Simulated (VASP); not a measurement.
# ZnCu2SnS4 (I-4) in VASP: settings compared, part 2 of 2

VASP 6.6.1. The steps go on from the part before.

### 4 Relaxation of cell and atoms, PBE

INCAR

```
ALGO     = Normal         # electronic algorithm
EDIFF    = 1E-6           # SCF threshold, eV
EDIFFG   = -0.01          # ionic threshold
ENCUT    = 300            # plane-wave cutoff, eV
GGA      = PE             # functional
IBRION   = 2              # ionic algorithm
ISIF     = 3              # what is computed and relaxed
ISMEAR   = 0              # smearing method
KPAR     = 4            
LASPH    = T              # aspherical terms in the spheres
LCHARG   = F              # write CHGCAR
LREAL    = F              # projectors in reciprocal space
LWAVE    = F              # write WAVECAR
NELM     = 80             # most SCF steps
NSW      = 90             # ionic steps
PREC     = Accurate       # precision mode
SIGMA    = 0.03           # smearing width, eV
```

KPOINTS

```
k-points
0
Gamma
  5 5 5
```

POSCAR

```
ZnCu2SnS4
1.0
   -2.7171000000      2.7171000000      5.4248000000
    2.7171000000     -2.7171000000      5.4248000000
    2.7171000000      2.7171000000     -5.4248000000
Zn Cu Sn S
1 2 1 4
Direct
    0.2500000000      0.7500000000      0.5000000000
    0.0000000000      0.0000000000      0.0000000000
    0.7500000000      0.2500000000      0.5000000000
    0.5000000000      0.5000000000      0.0000000000
    0.3716100000      0.8844100000      0.9996000000
    0.1155900000      0.1151900000      0.4872000000
    0.8848100000      0.3720100000      0.0004000000
    0.6279900000      0.6283900000      0.5128000000
```

Potentials or basis: VASP PAW PBE potentials, release 64 (Zn, Cu, Sn, S).

Launch:

```sh
cat potpaw_PBE.64/Zn/POTCAR potpaw_PBE.64/Cu/POTCAR potpaw_PBE.64/Sn/POTCAR potpaw_PBE.64/S/POTCAR > POTCAR
mpirun -np 4 vasp_std > vasp.out
```

Run time: 3.1 min. Hardware: 4 MPI ranks of Intel Xeon Platinum 8259CL at 2.50GHz (Skylake/Cascade Lake), shared host; peak memory 0.29 GiB.

These settings aren't checked as converged: the numbers below hold their error.

Results:

* Free energy: -32.5781 eV
* Relaxed volume: 20.27 Å³/atom
* Relaxed cell: a = 6.675 Å, b = 6.675 Å, c = 6.675 Å, α = 131.75°, β = 131.75°, γ = 70.62°
* Space group after relaxing (to 0.05 Å): I-4 (No. 82)
* Energy gained by relaxing: 9.1 meV/atom
* Ionic steps: 9
* Largest force after relaxing: 0.005 eV/Å
* Band gap on the k mesh: 0.10 eV, direct

Caveat: the cutoff is under 1.25 times the usual one of these potentials, so pressure, stress and relaxed cells hold a basis-set (Pulay) error; spin-orbit coupling is left out, which moves the levels of the heavy elements.

### 5 Relaxation of cell and atoms, PBE

This run uses another cell than the first one, of 20.27 Å³/atom, 1.013 times its volume.

Changes to INCAR since step 4:

```diff
@@ -1,4 +1,4 @@
 ALGO     = Normal         # electronic algorithm
-EDIFF    = 1E-6           # SCF threshold, eV
-EDIFFG   = -0.01          # ionic threshold
+EDIFF    = 1E-7           # SCF threshold, eV
+EDIFFG   = -0.005         # ionic threshold
 ENCUT    = 300            # plane-wave cutoff, eV
```

KPOINTS is that of step 4.

POSCAR

```
ZnCu2SnS4                               
1.0
   -2.7283758743      2.7283758851      5.4473076050
    2.7283758743     -2.7283758851      5.4473076050
    2.7283758851      2.7283758743     -5.4473076050
  Zn              Cu              Sn              S             
     1     2     1     4
Direct
     0.2500000000000000    0.7500000000000000    0.5000000000000000
     0.0000000000000000    0.0000000000000000    0.0000000000000000
     0.7500000000000000    0.2500000000000000    0.5000000000000000
     0.5000000000000000    0.5000000000000000    0.0000000000000000
     0.3710790542873263    0.8951600059288417    0.0075191625449708
     0.1048399940711583    0.1123591566161292    0.4759190483584917
     0.8876408433838707    0.3635598917423626    0.9924808374550290
     0.6364401082576376    0.6289209457126737    0.5240809516415081
```

Potentials or basis: VASP PAW PBE potentials, release 64 (Zn, Cu, Sn, S).

Launch:

```sh
cat potpaw_PBE.64/Zn/POTCAR potpaw_PBE.64/Cu/POTCAR potpaw_PBE.64/Sn/POTCAR potpaw_PBE.64/S/POTCAR > POTCAR
mpirun -np 4 vasp_std > vasp.out
```

OUTCAR:

```text
EDIFF = 1E-7
   EDIFFG = -0.005
   ENCUT = 300
   GGA = PE
   IBRION = 2
   ISIF = 3
   ISMEAR = 0
   LASPH = T
   LREAL = F
   NELM = 80
   NSW = 90
   PREC = Accurate

 ion  position               nearest neighbor table
   1  0.250  0.750  0.500-   8 2.36   7 2.36   6 2.36   5 2.36
   2  0.000  0.000  0.000-   5 2.31   8 2.31   7 2.31   6 2.31
   3  0.750  0.250  0.500-   6 2.31   7 2.31   5 2.31   8 2.31
   4  0.500  0.500  0.000-   8 2.46   5 2.46   7 2.46   6 2.46
   5  0.371  0.895  0.008-   3 2.31   2 2.31   1 2.36   4 2.46
   6  0.105  0.112  0.476-   3 2.31   2 2.31   1 2.36   4 2.46
   7  0.888  0.364  0.992-   3 2.31   2 2.31   1 2.36   4 2.46
   8  0.636  0.629  0.524-   3 2.31   2 2.31   1 2.36   4 2.46

  LATTYP: Found a body centered tetragonal cell.
 ALAT       =     5.4567517594
 C/A-ratio  =     1.9965385435

  Lattice vectors:

 A1 = (  -2.7283758743,   2.7283758851,   5.4473076050)
 A2 = (   2.7283758743,  -2.7283758851,   5.4473076050)
 A3 = (   2.7283758851,   2.7283758743,  -5.4473076050)

Analysis of symmetry for initial positions (statically):
=====================================================================
 Subroutine PRICEL returns:
 Original cell was already a primitive cell.

 Routine SETGRP: Setting up the symmetry group for a
 body centered tetragonal supercell.

 Subroutine GETGRP returns: Found  4 space group operations
 (whereof  4 operations were pure point group operations)
 out of a pool of 16 trial point group operations.

The static configuration has the point symmetry S_4 .

Analysis of symmetry for dynamics (positions and initial velocities):
=====================================================================
 Subroutine PRICEL returns:
 Original cell was already a primitive cell.

 Routine SETGRP: Setting up the symmetry group for a
 body centered tetragonal supercell.

 Subroutine GETGRP returns: Found  4 space group operations
 (whereof  4 operations were pure point group operations)
 out of a pool of 16 trial point group operations.

The dynamic configuration has the point symmetry S_4 .

 Subroutine INISYM returns: Found  4 space group operations
 (whereof  4 operations are pure point group operations),
 and found     1 'primitive' translations

----------------------------------------------------------------------------------------

                                     Primitive cell

  volume of cell :     162.1998

  direct lattice vectors                    reciprocal lattice vectors
    -2.728375874  2.728375885  5.447307605     0.000000000  0.183259207  0.091788464
     2.728375874 -2.728375885  5.447307605     0.183259207 -0.000000000  0.091788464
     2.728375885  2.728375874 -5.447307605     0.183259207  0.183259207  0.000000000

  length of vectors
     6.675419839  6.675419839  6.675419839     0.204961116  0.204961116  0.259167656

  position of ions in fractional coordinates (direct lattice)
     0.250000000  0.750000000  0.500000000
     0.000000000  0.000000000  0.000000000
     0.750000000  0.250000000  0.500000000
     0.500000000  0.500000000  0.000000000
     0.371079054  0.895160006  0.007519163
     0.104839994  0.112359157  0.475919048
     0.887640843  0.363559892  0.992480837
     0.636440108  0.628920946  0.524080952

  ion indices of the primitive-cell ions
   primitive index   ion index
                 1           1
                 2           2
                 3           3
                 4           4
                 5           5
                 6           6
                 7           7
                 8           8

----------------------------------------------------------------------------------------

 KPOINTS: k-points

Automatic generation of k-mesh.
 Grid dimensions read from file:
 generate k-points for:    5    5    5

 Generating k-lattice:

  Cartesian coordinates                     Fractional coordinates (reciprocal lattice)
     0.000000000  0.036651841  0.018357693     0.200000000  0.000000000 -0.000000000
     0.036651841 -0.000000000  0.018357693     0.000000000  0.200000000 -0.000000000
     0.036651841  0.036651841  0.000000000     0.000000000 -0.000000000  0.200000000

  Length of vectors
     0.040992223  0.040992223  0.051833531

  Shift w.r.t. Gamma in fractional coordinates (k-lattice)
     0.000000000  0.000000000  0.000000000

 Subroutine IBZKPT returns following result:
 ===========================================

 Found     21 irreducible k-points:

 Following reciprocal coordinates:
            Coordinates               Weight
  0.000000  0.000000  0.000000      1.000000
  0.200000  0.000000  0.000000      8.000000
  0.400000  0.000000  0.000000      8.000000
  0.200000  0.200000  0.000000      8.000000
  0.400000  0.200000  0.000000      8.000000
 -0.400000 -0.200000 -0.400000      8.000000
[... 13 lines left out ...]
 -0.400000  0.400000  0.400000      4.000000
 -0.400000 -0.400000  0.400000      2.000000
   k-points           NKPTS =     21   k-points in BZ     NKDIM =     21   number of bands    NBANDS=     37
   number of dos      NEDOS =    301   number of ions     NIONS =      8
   total plane-waves  NPLWV =  64000
   dimension x,y,z NGX =    40 NGY =   40 NGZ =   40
   dimension x,y,z NGXF=    80 NGYF=   80 NGZF=   80
   ions per type =               1   2   1   4
   NGX,Y,Z   is equivalent  to a cutoff of   9.96,  9.96,  9.96 a.u.
   NGXF,Y,Z  is equivalent  to a cutoff of  19.92, 19.92, 19.92 a.u.
 SYSTEM =  unknown system
   PREC   = accura    normal or accurate (medium, high low for compatibility)
   ISTART =      0    job   : 0-new  1-cont  2-samecut
   ICHARG =      2    charge: 1-file 2-atom 10-const
   ISPIN  =      1    spin polarized calculation?
   LNONCOLLINEAR =      F non collinear calculations
   LSORBIT =      F    spin-orbit coupling
   LASPH  =      T    aspherical Exc in radial PAW
   ENCUT  =  300.0 eV  22.05 Ry    4.70 a.u.   9.43  9.43  9.43*2*pi/ulx,y,z
   NELM   =     80;   NELMIN=  2; NELMDL= -5     # of ELM steps
   EDIFF  = 0.1E-06   stopping-criterion for ELM
   LREAL  =      F    real-space projection
   EDIFFG = -.5E-02   stopping-criterion for IOM
   NSW    =     90    number of steps for IOM
   IBRION =      2    ionic relax: 0-MD 1-quasi-New 2-CG
   NFREE  =      1    steps in history (QN), initial steepest desc. (CG)
   ISIF   =      3    stress and relaxation
   ISYM   =      2    0-nonsym 1-usesym 2-fastsym
   POTIM  = 0.5000    time-step for ionic-motion
   TEBEG  =    0.0;   TEEND  =   0.0 temperature during run
   PSTRESS=    0.0 pullay stress
   NELECT =      62.0000    total number of electrons
   NUPDOWN=      -1.0000    fix difference up-down
   EMIN   =  10.00;   EMAX   =-10.00  energy-range for DOS
   EFERMI =   0.00;   METHOD = LEGACY
   ISMEAR =     0;   SIGMA  =   0.03  broadening in eV -4-tet -1-fermi 0-gaus
   EFERMI_NEDOS =   21; number of points for ismear=-14 and -15
   IALGO  =     38    algorithm
   IMIX   =      4    mixing-type and parameters
     AMIX     =   0.40;   BMIX     =  1.00
     AMIX_MAG =   1.60;   BMIX_MAG =  1.00
  volume/ion in A,a.u.               =      20.27       136.82
  Fermi-wavevector in a.u.,A,eV,Ry     =   1.188106  2.245195 19.205937  1.411597
  Thomas-Fermi vector in A             =   2.324243
   LORBIT       =      0    0 simple, 1 ext, 2 COOP (PROOUT), +10 PAW based schemes
   GGA     = PE    functional components
   LHFCALC =     F    Hartree Fock is set to
   AEXX    =    0.0000 exact exchange contribution
   IVDW    =     0    specifies the selected vdW correction
   LEPSILON=     F    determine dielectric tensor
   LRPA    =     F    only Hartree local field effects (RPA)
 conjugate gradient relaxation of ions
 non-spin polarized calculation
 Gauss-broadening in eV      SIGMA  =   0.03
  energy-cutoff  :      300.00
  volume of cell :      162.20
 maximum number of plane-waves:      1959
 NGX is ok and might be reduce to    40
   NGX = 19   NGY = 19   NGZ = 19

--------------------------------------- Ionic step        1  -------------------------------------------

 number of electron      61.9999970 magnetization

 Free energy of the ion-electron system (eV)
  ---------------------------------------------------
  ext. energy  EPLUGINS =         0.00000000
  ---------------------------------------------------
  free energy    TOTEN  =       -32.58735945 eV

  energy without entropy =      -32.58734259  energy(sigma->0) =      -32.58735102

------------------------ aborting loop because EDIFF is reached ----------------------------------------

  FORCE on cell =-STRESS in cart. coord.  units (eV):
  Direction    XX          YY          ZZ          XY          YZ          ZX
  --------------------------------------------------------------------------------------
  -------------------------------------------------------------------------------------
  Total        0.1156578      0.1156578      0.1625291      0.0000001     -0.0000000     -0.0000000
  in kB        1.1424451      1.1424451      1.6054302      0.0000006     -0.0000000     -0.0000000
  external PRESSURE =       1.2967735 kB  Pullay stress =       0.0000000 kB
[... 71 lines left out ...]
--------------------------------------- Ionic step        3  -------------------------------------------

 number of electron      61.9999971 magnetization

 Free energy of the ion-electron system (eV)
  ---------------------------------------------------
  ext. energy  EPLUGINS =         0.00000000
  ---------------------------------------------------
  free energy    TOTEN  =       -32.58742416 eV

  energy without entropy =      -32.58740298  energy(sigma->0) =      -32.58741357

 E-fermi :   4.3660     XC(G=0):  -9.7020

 val. band max:        4.3180887418   @ k =   0.0000   0.0000   0.0000
 cond. band min:       4.4138705095   @ k =   0.0000   0.0000   0.0000
 fundamental gap:      0.0957817677
 Fermi energy:         4.3659796578

 k-point     1 :       0.0000    0.0000    0.0000
  band No.  band energies     occupation
      1     -10.1145      2.00000
      2      -8.6940      2.00000
      3      -8.6822      2.00000
      4      -8.6822      2.00000
      5      -3.6592      2.00000
      6      -2.7741      2.00000
[... 864 lines left out ...]
  FREE ENERGIE OF THE ION-ELECTRON SYSTEM (eV)
  ---------------------------------------------------
  free  energy   TOTEN  =       -32.5874241553 eV

  energy  without entropy=      -32.5874029753  energy(sigma->0) =      -32.58741357

 reached required accuracy - stopping structural energy minimisation
```

Wall time 75 s (4 MPI ranks of Intel Xeon Platinum 8259CL at 2.50GHz (Skylake/Cascade Lake), shared host); peak memory 0.28 GiB.

These settings aren't checked as converged: the numbers below hold their error.

What came out:

```yaml
Free_energy: -32.5874 eV
Relaxed_volume: 20.30 Å³/atom
Relaxed_cell: a = 6.678 Å, b = 6.678 Å, c = 6.678 Å, α = 131.76°, β = 131.76°, γ = 70.62°
Space_group_after_relaxing_to_0.05_Å: I-4 (No. 82)
Energy_gained_by_relaxing: 0.0 meV/atom
Ionic_steps: 3
Band_gap_on_the_k_mesh: 0.10 eV, direct
```

Caveat: the cutoff is under 1.25 times the usual one of these potentials, so pressure, stress and relaxed cells hold a basis-set (Pulay) error; spin-orbit coupling is left out, which moves the levels of the heavy elements.
